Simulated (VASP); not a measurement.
# CuI (Fm-3m) in VASP: single point with PBE

Aim: the single point of CuI with PBE.

Program: VASP 6.6.1. These are calculated values, not measurements. Logs are shortened: lines on timing, memory, paths and dates and some standing lists are left out, and cuts for length are marked.

## 1. The crystal as given

It takes space group Fm-3m (No. 225, cubic). Conventional cell: a = 5.724 Å, b = 5.724 Å, c = 5.724 Å, α = 90.00°, β = 90.00°, γ = 90.00°. Around Cu (site symmetry m-3m) lie 6 I at 2.86 Å. I (site symmetry m-3m) has 6 Cu at 2.86 Å as nearest neighbours.

Measurements of this composition are mostly on another form, of space group No. 216.

## 2. Single point, PBE, collinear spin, typed start

INCAR reads:

```
SYSTEM = CuI
ALGO = Normal
EDIFF = 1E-6
ENCUT = 520
GGA = PE
ISIF = 2
ISMEAR = 0
ISPIN = 2
LASPH = .TRUE.
LCHARG = .FALSE.
LMAXMIX = 4
LORBIT = 11
LREAL = .FALSE.
LWAVE = .FALSE.
MAGMOM = 1 0
NBANDS = 20
NELM = 150
PREC = Accurate
SIGMA = 0.1
```

KPOINTS reads:

```
k-points
0
G
  6 6 6
  0 0 0
```

POSCAR reads:

```
CuI
1.0
    0.0000000000      2.8620890000      2.8620890000
    2.8620890000      0.0000000000      2.8620890000
    2.8620890000      2.8620890000      0.0000000000
Cu I
1 1
Direct
    0.0000000000      0.0000000000      0.0000000000
    0.5000000000      0.5000000000      0.5000000000
```

Potentials or basis: VASP PAW PBE potentials, release 64 (Cu, I).

Launch:

```sh
$ cat potpaw_PBE.64/Cu/POTCAR potpaw_PBE.64/I/POTCAR > POTCAR
$ mpirun -np 1 vasp_std > vasp.out
```

OUTCAR:

```text
SYSTEM = CuI
   EDIFF = 1E-6
   ENCUT = 520
   GGA = PE
   ISIF = 2
   ISMEAR = 0
   ISPIN = 2
   LASPH = .TRUE.
   LORBIT = 11
   LREAL = .FALSE.
   NELM = 150
   PREC = Accurate

 ion  position               nearest neighbor table
   1  0.000  0.000  0.000-   2 2.86   2 2.86   2 2.86   2 2.86   2 2.86   2 2.86
   2  0.500  0.500  0.500-   1 2.86   1 2.86   1 2.86   1 2.86   1 2.86   1 2.86

  LATTYP: Found a face centered cubic cell.
 ALAT       =     5.7241780000

  Lattice vectors:

 A1 = (   0.0000000000,   2.8620890000,   2.8620890000)
 A2 = (   2.8620890000,   0.0000000000,   2.8620890000)
 A3 = (   2.8620890000,   2.8620890000,   0.0000000000)

Analysis of symmetry for initial positions (statically):
=====================================================================
 Subroutine PRICEL returns:
 Original cell was already a primitive cell.

 Routine SETGRP: Setting up the symmetry group for a
 face centered cubic supercell.

 Subroutine GETGRP returns: Found 48 space group operations
 (whereof 48 operations were pure point group operations)
 out of a pool of 48 trial point group operations.

The static configuration has the point symmetry O_h .

Analysis of symmetry for dynamics (positions and initial velocities):
=====================================================================
 Subroutine PRICEL returns:
 Original cell was already a primitive cell.

 Routine SETGRP: Setting up the symmetry group for a
 face centered cubic supercell.

 Subroutine GETGRP returns: Found 48 space group operations
 (whereof 48 operations were pure point group operations)
 out of a pool of 48 trial point group operations.

The dynamic configuration has the point symmetry O_h .

Analysis of structural, dynamic, and magnetic symmetry:
=====================================================================
 Subroutine PRICEL returns:
 Original cell was already a primitive cell.

 Routine SETGRP: Setting up the symmetry group for a
 face centered cubic supercell.

 Subroutine GETGRP returns: Found 48 space group operations
 (whereof 48 operations were pure point group operations)
 out of a pool of 48 trial point group operations.

The overall configuration has the point symmetry O_h .

 Subroutine INISYM returns: Found 48 space group operations
 (whereof 48 operations are pure point group operations),
 and found     1 'primitive' translations

----------------------------------------------------------------------------------------

                                     Primitive cell

  volume of cell :      46.8899

  direct lattice vectors                    reciprocal lattice vectors
     0.000000000  2.862089000  2.862089000    -0.174697572  0.174697572  0.174697572
     2.862089000  0.000000000  2.862089000     0.174697572 -0.174697572  0.174697572
     2.862089000  2.862089000  0.000000000     0.174697572  0.174697572 -0.174697572

  length of vectors
     4.047605081  4.047605081  4.047605081     0.302585071  0.302585071  0.302585071

  position of ions in fractional coordinates (direct lattice)
     0.000000000  0.000000000  0.000000000
     0.500000000  0.500000000  0.500000000

  ion indices of the primitive-cell ions
   primitive index   ion index
                 1           1
                 2           2

----------------------------------------------------------------------------------------

 KPOINTS: k-points

Automatic generation of k-mesh.
 Grid dimensions read from file:
 generate k-points for:    6    6    6

 Generating k-lattice:

  Cartesian coordinates                     Fractional coordinates (reciprocal lattice)
    -0.029116262  0.029116262  0.029116262     0.166666667  0.000000000  0.000000000
     0.029116262 -0.029116262  0.029116262     0.000000000  0.166666667  0.000000000
     0.029116262  0.029116262 -0.029116262     0.000000000  0.000000000  0.166666667

  Length of vectors
     0.050430845  0.050430845  0.050430845

  Shift w.r.t. Gamma in fractional coordinates (k-lattice)
     0.000000000  0.000000000  0.000000000

 Subroutine IBZKPT returns following result:
 ===========================================

 Found     16 irreducible k-points:

 Following reciprocal coordinates:
            Coordinates               Weight
  0.000000  0.000000  0.000000      1.000000
  0.166667  0.000000  0.000000      8.000000
  0.333333  0.000000  0.000000      8.000000
  0.500000  0.000000  0.000000      4.000000
  0.166667  0.166667  0.000000      6.000000
  0.333333  0.166667  0.000000     24.000000
[... 8 lines left out ...]
 -0.333333  0.333333  0.166667     24.000000
 -0.333333  0.500000  0.166667     12.000000
   k-points           NKPTS =     16   k-points in BZ     NKDIM =     16   number of bands    NBANDS=     20
   number of dos      NEDOS =    301   number of ions     NIONS =      2
   total plane-waves  NPLWV =  27000
   dimension x,y,z NGX =    30 NGY =   30 NGZ =   30
   dimension x,y,z NGXF=    60 NGYF=   60 NGZF=   60
   ions per type =               1   1
   NGX,Y,Z   is equivalent  to a cutoff of  12.32, 12.32, 12.32 a.u.
   NGXF,Y,Z  is equivalent  to a cutoff of  24.64, 24.64, 24.64 a.u.
 SYSTEM =  CuI
   PREC   = accura    normal or accurate (medium, high low for compatibility)
   ISTART =      0    job   : 0-new  1-cont  2-samecut
   ICHARG =      2    charge: 1-file 2-atom 10-const
   ISPIN  =      2    spin polarized calculation?
   LNONCOLLINEAR =      F non collinear calculations
   LSORBIT =      F    spin-orbit coupling
   LASPH  =      T    aspherical Exc in radial PAW
   ENCUT  =  520.0 eV  38.22 Ry    6.18 a.u.   7.53  7.53  7.53*2*pi/ulx,y,z
   NELM   =    150;   NELMIN=  2; NELMDL= -5     # of ELM steps
   EDIFF  = 0.1E-05   stopping-criterion for ELM
   LREAL  =      F    real-space projection
   EDIFFG = 0.1E-04   stopping-criterion for IOM
   NSW    =      0    number of steps for IOM
   IBRION =     -1    ionic relax: 0-MD 1-quasi-New 2-CG
   NFREE  =      0    steps in history (QN), initial steepest desc. (CG)
   ISIF   =      2    stress and relaxation
   ISYM   =      2    0-nonsym 1-usesym 2-fastsym
   POTIM  = 0.5000    time-step for ionic-motion
   TEBEG  =    0.0;   TEEND  =   0.0 temperature during run
   PSTRESS=    0.0 pullay stress
   NELECT =      18.0000    total number of electrons
   NUPDOWN=      -1.0000    fix difference up-down
   EMIN   =  10.00;   EMAX   =-10.00  energy-range for DOS
   EFERMI =   0.00;   METHOD = LEGACY
   ISMEAR =     0;   SIGMA  =   0.10  broadening in eV -4-tet -1-fermi 0-gaus
   EFERMI_NEDOS =   21; number of points for ismear=-14 and -15
   IALGO  =     38    algorithm
   IMIX   =      4    mixing-type and parameters
     AMIX     =   0.40;   BMIX     =  1.00
     AMIX_MAG =   1.60;   BMIX_MAG =  1.00
  volume/ion in A,a.u.               =      23.44       158.21
  Fermi-wavevector in a.u.,A,eV,Ry     =   1.189796  2.248389 19.260607  1.415615
  Thomas-Fermi vector in A             =   2.325895
   LORBIT       =     11    0 simple, 1 ext, 2 COOP (PROOUT), +10 PAW based schemes
   GGA     = PE    functional components
   LHFCALC =     F    Hartree Fock is set to
   AEXX    =    0.0000 exact exchange contribution
   IVDW    =     0    specifies the selected vdW correction
   LEPSILON=     F    determine dielectric tensor
   LRPA    =     F    only Hartree local field effects (RPA)
 spin polarized calculation
 Gauss-broadening in eV      SIGMA  =   0.10
  energy-cutoff  :      520.00
  volume of cell :       46.89
 maximum number of plane-waves:      1283
   NGX = 15   NGY = 15   NGZ = 15

 number of electron      18.0000005 magnetization       0.0001741

 number of electron      18.0000005 magnetization      -0.0005257

 Free energy of the ion-electron system (eV)
  ---------------------------------------------------
  ext. energy  EPLUGINS =         0.00000000
  ---------------------------------------------------
  free energy    TOTEN  =        -5.09635942 eV

  energy without entropy =       -5.09368657  energy(sigma->0) =       -5.09502300

 E-fermi :   6.2464     XC(G=0): -10.0232

 val. band max:        6.2111070802   @ k =   0.5000   0.0000   0.0000
 cond. band min:       6.9185658113   @ k =   0.3333   0.3333   0.0000
 fundamental gap:      0.7074587311
 Fermi energy:         6.2463730291

 spin component 1

 k-point     1 :       0.0000    0.0000    0.0000
  band No.  band energies     occupation
      1      -8.0643      1.00000
      2       4.2524      1.00000
      3       4.2524      1.00000
      4       4.2729      1.00000
      5       4.2729      1.00000
      6       4.2729      1.00000
[... 12 lines left out ...]
     19      16.4268      0.00000
     20      20.3056      0.00000

 k-point     2 :       0.1667    0.0000    0.0000
  band No.  band energies     occupation
      1      -7.8632      1.00000
      2       2.6360      1.00000
      3       3.5008      1.00000
      4       3.5008      1.00000
      5       4.3235      1.00000
      6       4.3235      1.00000
[... 12 lines left out ...]
     19      18.8088      0.00000
     20      21.9110      0.00000

 k-point     3 :       0.3333    0.0000    0.0000
  band No.  band energies     occupation
      1      -7.3941      1.00000
      2       0.6532      1.00000
      3       2.9179      1.00000
      4       2.9179      1.00000
      5       4.4344      1.00000
      6       4.4344      1.00000
[... 12 lines left out ...]
     19      22.3705      0.00000
     20      22.4125      0.00000

 k-point     4 :       0.5000    0.0000    0.0000
  band No.  band energies     occupation
      1      -7.1107      1.00000
      2      -0.1778      1.00000
      3       2.7094      1.00000
      4       2.7094      1.00000
      5       4.4920      1.00000
      6       4.4920      1.00000
[... 242 lines left out ...]
     19      22.7003      0.00000
     20      23.4689      0.00000

 k-point    15 :      -0.3333    0.3333    0.1667
  band No.  band energies     occupation
      1      -6.9195      1.00000
      2       0.6980      1.00000
      3       1.8167      1.00000
      4       2.4191      1.00000
      5       4.4695      1.00000
      6       4.4719      1.00000
[... 12 lines left out ...]
     19      23.4006      0.00000
     20      23.6071      0.00000

 k-point    16 :      -0.3333    0.5000    0.1667
  band No.  band energies     occupation
      1      -6.8611      1.00000
      2       1.0923      1.00000
      3       1.9548      1.00000
      4       2.0279      1.00000
      5       4.4018      1.00000
      6       4.5456      1.00000
[... 12 lines left out ...]
     19      22.4285      0.00000
     20      22.6125      0.00000
 Fermi energy:         6.2463730291

 spin component 2

 k-point     1 :       0.0000    0.0000    0.0000
  band No.  band energies     occupation
      1      -8.0645      1.00000
      2       4.2525      1.00000
      3       4.2525      1.00000
      4       4.2722      1.00000
      5       4.2722      1.00000
      6       4.2722      1.00000
[... 12 lines left out ...]
     19      16.4266      0.00000
     20      20.3052      0.00000

 k-point     2 :       0.1667    0.0000    0.0000
  band No.  band energies     occupation
      1      -7.8634      1.00000
      2       2.6357      1.00000
      3       3.5007      1.00000
      4       3.5007      1.00000
      5       4.3229      1.00000
      6       4.3229      1.00000
[... 12 lines left out ...]
     19      18.8087      0.00000
     20      21.9107      0.00000

 k-point     3 :       0.3333    0.0000    0.0000
  band No.  band energies     occupation
      1      -7.3942      1.00000
      2       0.6531      1.00000
      3       2.9177      1.00000
      4       2.9177      1.00000
      5       4.4337      1.00000
      6       4.4338      1.00000
[... 12 lines left out ...]
     19      22.3739      0.00000
     20      22.4167      0.00000

 k-point     4 :       0.5000    0.0000    0.0000
  band No.  band energies     occupation
      1      -7.1109      1.00000
      2      -0.1780      1.00000
      3       2.7093      1.00000
      4       2.7093      1.00000
      5       4.4914      1.00000
      6       4.4914      1.00000
[... 245 lines left out ...]
 k-point    15 :      -0.3333    0.3333    0.1667
  band No.  band energies     occupation
      1      -6.9197      1.00000
      2       0.6978      1.00000
      3       1.8166      1.00000
      4       2.4189      1.00000
      5       4.4689      1.00000
      6       4.4712      1.00000
[... 12 lines left out ...]
     19      23.4018      0.00000
     20      23.6062      0.00000

 k-point    16 :      -0.3333    0.5000    0.1667
  band No.  band energies     occupation
      1      -6.8613      1.00000
      2       1.0922      1.00000
      3       1.9546      1.00000
      4       2.0277      1.00000
      5       4.4012      1.00000
      6       4.5457      1.00000
[... 12 lines left out ...]
     19      22.4282      0.00000
     20      22.6123      0.00000

------------------------ aborting loop because EDIFF is reached ----------------------------------------

  FORCE on cell =-STRESS in cart. coord.  units (eV):
  Direction    XX          YY          ZZ          XY          YZ          ZX
  --------------------------------------------------------------------------------------
  -------------------------------------------------------------------------------------
  Total        0.0863424      0.0863424      0.0863424      0.0000000      0.0000000     -0.0000000
  in kB        2.9502278      2.9502278      2.9502278      0.0000000      0.0000000     -0.0000000
  external PRESSURE =       2.9502278 kB  Pullay stress =       0.0000000 kB

 VOLUME and BASIS-vectors are now :
 -----------------------------------------------------------------------------
  energy-cutoff  :      520.00
  volume of cell :       46.89
      direct lattice vectors                 reciprocal lattice vectors
     0.000000000  2.862089000  2.862089000    -0.174697572  0.174697572  0.174697572
     2.862089000  0.000000000  2.862089000     0.174697572 -0.174697572  0.174697572
     2.862089000  2.862089000  0.000000000     0.174697572  0.174697572 -0.174697572

 POSITION                                       TOTAL-FORCE (eV/Angst)
 -----------------------------------------------------------------------------------
      0.00000      0.00000      0.00000         0.000000     -0.000000      0.000000
      2.86209      2.86209      2.86209        -0.000000      0.000000     -0.000000
 -----------------------------------------------------------------------------------
    total drift:                               -0.000000      0.000000      0.000000

  FREE ENERGIE OF THE ION-ELECTRON SYSTEM (eV)
  ---------------------------------------------------
  free  energy   TOTEN  =        -5.0963594242 eV

  energy  without entropy=       -5.0936865712  energy(sigma->0) =       -5.09502300

 total charge

# of ion       s       p       d       tot
------------------------------------------
    1        0.288   0.183   9.348   9.818
    2        1.511   2.726   0.047   4.284
--------------------------------------------------
tot          1.799   2.908   9.395  14.102

 magnetization (x)

# of ion       s       p       d       tot
------------------------------------------
    1       -0.000  -0.000  -0.000  -0.000
    2        0.000  -0.000   0.000  -0.000
--------------------------------------------------
tot          0.000  -0.000  -0.000  -0.000
```

It took 22 s on 1 thread of Intel Xeon Platinum 8488C (Sapphire Rapids), shared host; peak memory 0.19 GiB.

What came out:

- Free energy: -5.0964 eV
- Pressure: 0.3 GPa
- Band gap on the k mesh: none (metal or under the smearing width)
- Net moment: 0.00 μB per cell
- Valence electrons inside the program's atomic spheres: Cu 9.82; I 4.28

Caveat: semilocal functionals often make such compounds metallic where correlation or magnetic order opens a gap, which also shifts bond lengths. The run has no spin-orbit coupling, so splittings on I are missing.
